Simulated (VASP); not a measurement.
# As (Cmce) in VASP: settings compared

Aim: see how the results for As move with the level of theory and the settings. Levels: LDA, PBEsol. Tasks: relaxation of cell and atoms.

All numbers are computed with VASP 6.6.1; they aren't measurements. Logs are shortened: lines on timing, memory, paths and dates and some standing lists are left out, and cuts for length are marked.

## (1) The crystal as given

It takes space group Cmce (No. 64, orthorhombic). Conventional cell: a = 3.727 Å, b = 10.753 Å, c = 4.205 Å, α = 90.00°, β = 90.00°, γ = 90.00°. Around As (site symmetry m) lie 3 As at 2.47 to 2.49 Å.

This isn't the form of As at room conditions, which is rhombohedral.

## (2) Relaxation of cell and atoms, LDA

INCAR reads:

```
SYSTEM = As
ALGO = Normal
EDIFF = 1E-7
EDIFFG = -0.005
ENCUT = 600
GGA = CA
IBRION = 2
ISIF = 3
ISMEAR = 1
KPAR = 2
LASPH = .True.
LCHARG = .False.
LREAL = .False.
LWAVE = .False.
NELM = 80
NSW = 90
PREC = Accurate
SIGMA = 0.1
```

KPOINTS reads:

```
k-points
0
Gamma
  12 12 8
  0 0 0
```

POSCAR reads:

```
As                                      
1.0
    1.8637239704     -5.3762908526     -0.0000000000
    1.8637239704      5.3762908526      0.0000000000
    0.0000000000      0.0000000000      4.2054763784
  As            
     4
Direct
     0.1131798162975314    0.8868201837024686    0.0527984822644679
     0.6131798162975314    0.3868201837024686    0.4472015177355322
     0.8868201837024686    0.1131798162975314    0.9472015177355321
     0.3868201837024686    0.6131798162975314    0.5527984822644679
```

Potentials or basis: VASP PAW LDA potentials, release 64 (As).

Command:

```sh
$ cat potpaw_LDA.64/As/POTCAR > POTCAR
$ mpirun -np 2 vasp_std > vasp.out
```

OUTCAR:

```text
SYSTEM = As
   EDIFF = 1E-7
   EDIFFG = -0.005
   ENCUT = 600
   GGA = CA
   IBRION = 2
   ISIF = 3
   ISMEAR = 1
   LASPH = .True.
   LREAL = .False.
   NELM = 80
   NSW = 90
   PREC = Accurate

 ion  position               nearest neighbor table
   1  0.113  0.887  0.053-   3 2.47   2 2.49   2 2.49
   2  0.613  0.387  0.447-   4 2.47   1 2.49   1 2.49
   3  0.887  0.113  0.947-   1 2.47   4 2.49   4 2.49
   4  0.387  0.613  0.553-   2 2.47   3 2.49   3 2.49

  LATTYP: Found a base centered orthorhombic cell.
 ALAT       =     3.7274479408
 B/A-ratio  =     2.8847033885
 C/A-ratio  =     1.1282455034

  Lattice vectors:

 A1 = (   1.8637239704,  -5.3762908526,   0.0000000000)
 A2 = (   1.8637239704,   5.3762908526,   0.0000000000)
 A3 = (   0.0000000000,   0.0000000000,   4.2054763784)

Analysis of symmetry for initial positions (statically):
=====================================================================
 Subroutine PRICEL returns:
 Original cell was already a primitive cell.

 Routine SETGRP: Setting up the symmetry group for a
 base centered orthorhombic supercell.

 Subroutine GETGRP returns: Found  8 space group operations
 (whereof  4 operations were pure point group operations)
 out of a pool of  8 trial point group operations.

The static configuration has the point symmetry C_2h.
 The point group associated with its full space group is D_2h.

Analysis of symmetry for dynamics (positions and initial velocities):
=====================================================================
 Subroutine PRICEL returns:
 Original cell was already a primitive cell.

 Routine SETGRP: Setting up the symmetry group for a
 base centered orthorhombic supercell.

 Subroutine GETGRP returns: Found  8 space group operations
 (whereof  4 operations were pure point group operations)
 out of a pool of  8 trial point group operations.

The dynamic configuration has the point symmetry C_2h.
 The point group associated with its full space group is D_2h.

 Subroutine INISYM returns: Found  8 space group operations
 (whereof  4 operations are pure point group operations),
 and found     1 'primitive' translations

----------------------------------------------------------------------------------------

                                     Primitive cell

  volume of cell :      84.2771

  direct lattice vectors                    reciprocal lattice vectors
     1.863723970 -5.376290853  0.000000000     0.268280071 -0.093000921  0.000000000
     1.863723970  5.376290853  0.000000000     0.268280071  0.093000921  0.000000000
     0.000000000  0.000000000  4.205476378     0.000000000  0.000000000  0.237785190

  length of vectors
     5.690164353  5.690164353  4.205476378     0.283942544  0.283942544  0.237785190

  position of ions in fractional coordinates (direct lattice)
     0.113179816  0.886820184  0.052798482
     0.613179816  0.386820184  0.447201518
     0.886820184  0.113179816  0.947201518
     0.386820184  0.613179816  0.552798482

  ion indices of the primitive-cell ions
   primitive index   ion index
                 1           1
                 2           2
                 3           3
                 4           4

----------------------------------------------------------------------------------------

 KPOINTS: k-points

Automatic generation of k-mesh.
 Grid dimensions read from file:
 generate k-points for:   12   12    8

 Generating k-lattice:

  Cartesian coordinates                     Fractional coordinates (reciprocal lattice)
     0.022356673 -0.007750077  0.000000000     0.083333333 -0.000000000  0.000000000
     0.022356673  0.007750077  0.000000000    -0.000000000  0.083333333  0.000000000
     0.000000000  0.000000000  0.029723149     0.000000000  0.000000000  0.125000000

  Length of vectors
     0.023661879  0.023661879  0.029723149

  Shift w.r.t. Gamma in fractional coordinates (k-lattice)
     0.000000000  0.000000000  0.000000000

 Subroutine IBZKPT returns following result:
 ===========================================

 Found    215 irreducible k-points:

 Following reciprocal coordinates:
            Coordinates               Weight
  0.000000  0.000000  0.000000      1.000000
  0.083333  0.000000  0.000000      4.000000
  0.166667  0.000000  0.000000      4.000000
  0.250000  0.000000  0.000000      4.000000
  0.333333  0.000000  0.000000      4.000000
  0.416667 -0.000000  0.000000      4.000000
[... 16 lines left out ...]
  0.500000  0.166667  0.000000      4.000000
 -0.416667  0.166667  0.000000      4.000000
 [... further k-points ...]
   k-points           NKPTS =    215   k-points in BZ     NKDIM =    215   number of bands    NBANDS=     14
   number of dos      NEDOS =    301   number of ions     NIONS =      4
   total plane-waves  NPLWV =  82944
   dimension x,y,z NGX =    48 NGY =   48 NGZ =   36
   dimension x,y,z NGXF=    96 NGYF=   96 NGZF=   72
   ions per type =               4
   NGX,Y,Z   is equivalent  to a cutoff of  14.02, 14.02, 14.23 a.u.
   NGXF,Y,Z  is equivalent  to a cutoff of  28.05, 28.05, 28.46 a.u.
 SYSTEM =  As
   PREC   = accura    normal or accurate (medium, high low for compatibility)
   ISTART =      0    job   : 0-new  1-cont  2-samecut
   ICHARG =      2    charge: 1-file 2-atom 10-const
   ISPIN  =      1    spin polarized calculation?
   LNONCOLLINEAR =      F non collinear calculations
   LSORBIT =      F    spin-orbit coupling
   LASPH  =      T    aspherical Exc in radial PAW
   ENCUT  =  600.0 eV  44.10 Ry    6.64 a.u.  11.36 11.36  8.40*2*pi/ulx,y,z
   NELM   =     80;   NELMIN=  2; NELMDL= -5     # of ELM steps
   EDIFF  = 0.1E-06   stopping-criterion for ELM
   LREAL  =      F    real-space projection
   EDIFFG = -.5E-02   stopping-criterion for IOM
   NSW    =     90    number of steps for IOM
   IBRION =      2    ionic relax: 0-MD 1-quasi-New 2-CG
   NFREE  =      1    steps in history (QN), initial steepest desc. (CG)
   ISIF   =      3    stress and relaxation
   ISYM   =      2    0-nonsym 1-usesym 2-fastsym
   POTIM  = 0.5000    time-step for ionic-motion
   TEBEG  =    0.0;   TEEND  =   0.0 temperature during run
   PSTRESS=    0.0 pullay stress
   NELECT =      20.0000    total number of electrons
   NUPDOWN=      -1.0000    fix difference up-down
   EMIN   =  10.00;   EMAX   =-10.00  energy-range for DOS
   EFERMI =   0.00;   METHOD = LEGACY
   ISMEAR =     1;   SIGMA  =   0.10  broadening in eV -4-tet -1-fermi 0-gaus
   EFERMI_NEDOS =   21; number of points for ismear=-14 and -15
   IALGO  =     38    algorithm
   IMIX   =      4    mixing-type and parameters
     AMIX     =   0.40;   BMIX     =  1.00
     AMIX_MAG =   1.60;   BMIX_MAG =  1.00
  volume/ion in A,a.u.               =      21.07       142.18
  Fermi-wavevector in a.u.,A,eV,Ry     =   1.013557  1.915346 13.977244  1.027298
  Thomas-Fermi vector in A             =   2.146733
   LORBIT       =      0    0 simple, 1 ext, 2 COOP (PROOUT), +10 PAW based schemes
   GGA     = CA    functional components
   LHFCALC =     F    Hartree Fock is set to
   AEXX    =    0.0000 exact exchange contribution
   IVDW    =     0    specifies the selected vdW correction
   LEPSILON=     F    determine dielectric tensor
   LRPA    =     F    only Hartree local field effects (RPA)
 conjugate gradient relaxation of ions
 non-spin polarized calculation
 Methfessel and Paxton  Order N= 1 SIGMA  =   0.10
  energy-cutoff  :      600.00
  volume of cell :       84.28
 maximum number of plane-waves:      2835
 NGX is ok and might be reduce to    48
   NGX = 23   NGY = 23   NGZ = 17

--------------------------------------- Ionic step        1  -------------------------------------------

 number of electron      19.9999999 magnetization

 Free energy of the ion-electron system (eV)
  ---------------------------------------------------
  ext. energy  EPLUGINS =         0.00000000
  ---------------------------------------------------
  free energy    TOTEN  =       -21.36120195 eV

  energy without entropy =      -21.36124816  energy(sigma->0) =      -21.36121735

------------------------ aborting loop because EDIFF is reached ----------------------------------------

  FORCE on cell =-STRESS in cart. coord.  units (eV):
  Direction    XX          YY          ZZ          XY          YZ          ZX
  --------------------------------------------------------------------------------------
  -------------------------------------------------------------------------------------
  Total        0.0006517     -0.0105442      0.0247144      0.0000000      0.0000000      0.0000000
  in kB        0.0123898     -0.2004541      0.4698417      0.0000000      0.0000000      0.0000000
  external PRESSURE =       0.0939258 kB  Pullay stress =       0.0000000 kB
[... 175 lines left out ...]
  energy  without entropy=      -21.3612742291  energy(sigma->0) =      -21.36125479

--------------------------------------- Ionic step        6  -------------------------------------------

 number of electron      19.9999999 magnetization

 Free energy of the ion-electron system (eV)
  ---------------------------------------------------
  ext. energy  EPLUGINS =         0.00000000
  ---------------------------------------------------
  free energy    TOTEN  =       -21.36124761 eV

  energy without entropy =      -21.36127933  energy(sigma->0) =      -21.36125819

 E-fermi :   5.3327     XC(G=0): -10.2567

 val. band max:        5.3185137627   @ k =   0.5000   0.4167   0.1250
 cond. band min:       5.3365390346   @ k =   0.5000   0.5000   0.0000
 fundamental gap:      0.0180252720
 Fermi energy:         5.3326718596

 k-point     1 :       0.0000    0.0000    0.0000
  band No.  band energies     occupation
      1      -9.6585      2.00000
      2      -6.6103      2.00000
      3      -3.7616      2.00000
      4      -1.0169      2.00000
      5      -0.4826      2.00000
      6       1.0117      2.00000
      7       1.9120      2.00000
      8       2.9651      2.00000
      9       3.3205      2.00000
     10       4.5235      2.00000
     11       7.3024     -0.00000
     12       7.8569      0.00000
     13       7.8605      0.00000
     14       9.0804      0.00000
[... 375 lines left out ...]
 k-point    24 :      -0.4167    0.1667    0.0000
  band No.  band energies     occupation
      1      -8.8187      2.00000
      2      -6.6502      2.00000
      3      -4.9127      2.00000
      4      -2.1723      2.00000
      5       0.6085      2.00000
      6       1.4306      2.00000
      7       2.0350      2.00000
      8       2.9418      2.00000
      9       3.2855      2.00000
     10       4.5360      2.00000
     11       6.2562     -0.00000
     12       7.2622     -0.00000
     13       7.5252      0.00000
     14       8.8152      0.00000

 [... further k-points ...]

------------------------ aborting loop because EDIFF is reached ----------------------------------------

  FORCE on cell =-STRESS in cart. coord.  units (eV):
  Direction    XX          YY          ZZ          XY          YZ          ZX
  --------------------------------------------------------------------------------------
  -------------------------------------------------------------------------------------
  Total       -0.0031360      0.0009053      0.0081364      0.0000000      0.0000000      0.0000000
  in kB       -0.0595281      0.0171842      0.1544480      0.0000000      0.0000000      0.0000000
  external PRESSURE =       0.0373680 kB  Pullay stress =       0.0000000 kB
[... 19 lines left out ...]
  FREE ENERGIE OF THE ION-ELECTRON SYSTEM (eV)
  ---------------------------------------------------
  free  energy   TOTEN  =       -21.3612476116 eV

  energy  without entropy=      -21.3612793343  energy(sigma->0) =      -21.36125819

 reached required accuracy - stopping structural energy minimisation
```

Run time: 4.9 min. Hardware: 2 MPI ranks of AMD EPYC 9R45 (Zen 5), shared host; peak memory 0.38 GiB.

What came out:

| Quantity | Value |
| --- | --- |
| Free energy | -21.3612 eV |
| Relaxed volume | 21.10 Å³/atom |
| Relaxed cell | a = 5.692 Å, b = 5.692 Å, c = 4.212 Å, α = 90.00°, β = 90.00°, γ = 141.79° |
| Space group after relaxing (to 0.05 Å) | Cmce (No. 64) |
| Energy gained by relaxing | 0.0 meV/atom |
| Ionic steps | 6 |
| Pressure after relaxing | 0.0 GPa |
| Band gap on the k mesh | none (metal or under the smearing width) |

Final structure:
```
As
1.0
     1.86307   -5.37852    0.00000
     1.86307    5.37852    0.00000
     0.00000    0.00000    4.21152
As
4
Direct
  0.11307 0.88693 0.05312
  0.61307 0.38693 0.44688
  0.88693 0.11307 0.94688
  0.38693 0.61307 0.55312
```

Levels at points of the mesh, in eV from the Fermi level:
```
           k point  band 7  band 8  band 9  band 10  band 11  band 12  band 13  band 14
(0.00, 0.00, 0.00)   -3.42   -2.37   -2.01    -0.81     1.97     2.52     2.53     3.75
(0.50, 0.00, 0.00)   -2.33   -2.33   -2.07    -2.07     0.77     0.77     1.28     1.28
(0.50, 0.50, 0.00)   -3.91   -1.76   -1.54    -0.59     0.00     2.00     2.34     3.27
(0.00, 0.00, 0.50)   -2.13   -2.13   -0.54    -0.54     0.81     0.81     1.52     1.52
(0.50, 0.00, 0.50)   -4.85   -4.85   -1.87    -1.87     1.93     1.93     5.44     5.44
(0.50, 0.50, 0.50)   -1.67   -1.67   -1.14    -1.14     1.37     1.37     1.84     1.84
```

(Part 1 of 2 ends here.)
